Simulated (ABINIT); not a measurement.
Runs of ABINIT 10.8.3 (patched build) on Ta. It takes space group Im-3m (No. 229, cubic). Conventional cell: a = 3.303 Å, b = 3.303 Å, c = 3.303 Å, α = 90.00°, β = 90.00°, γ = 90.00°. Around Ta (site symmetry m-3m) lie 8 Ta at 2.86 Å. 

```tsv
task	level	potentials or basis	spin	k mesh	cutoff (eV)	fine-grid cutoff	dispersion computed by	mesh quality	gap on the mesh (eV)	V0 of scaled cells (Å³/atom)	B0 (GPa)
single point	PBEsol	JTH PAW PBE v2.0	off	4 × 4 × 4	408	816.342 eV	-	coarse	none	-	-
equation of state	RPBE	JTH PAW PBE v2.0	off	11 × 11 × 11	408	816.342 eV	-	not flagged	-	(a)	187
equation of state	PBEsol+D3(BJ)	JTH PAW PBE v2.0	off	11 × 11 × 11	408	816.342 eV	simple-dftd3 1.7.0	not flagged	-	17.09	215
band structure	PBE	JTH PAW PBE v2.0	off	11 × 11 × 11	408	816.342 eV	-	not flagged	none	-	-
equation of state	LDA	JTH PAW LDA v2.0	SOC, no magnetisation	11 × 11 × 11	408	816.342 eV	-	not flagged	-	(b)	221
band structure	TB-mBJ	JTH PAW LDA v2.0	off	11 × 11 × 11	490	979.61 eV	-	not flagged	none	-	-
```

Alike in all rows: cell as given; smearing fermi-dirac 0.05 eV.

Estimate the missing entries.

(a) 18.58; (b) 17.19.

Caveats: some runs use coarse meshes; the PAW data sets were made with another functional, which shifts forces and pressure a little (some runs); pressures at fixed basis lie under the slope of the energies (some runs); spin-orbit coupling is left out, which moves the levels of the heavy elements (some runs); the constant c of TB-mBJ comes from the pseudo density here, which moves gaps by up to 0.3 eV between sets of potentials (some runs).

A k mesh can miss the band edges, and rows without SOC leave out spin-orbit coupling on Ta.

A gap of «none» marks a metal or a gap under the smearing width.
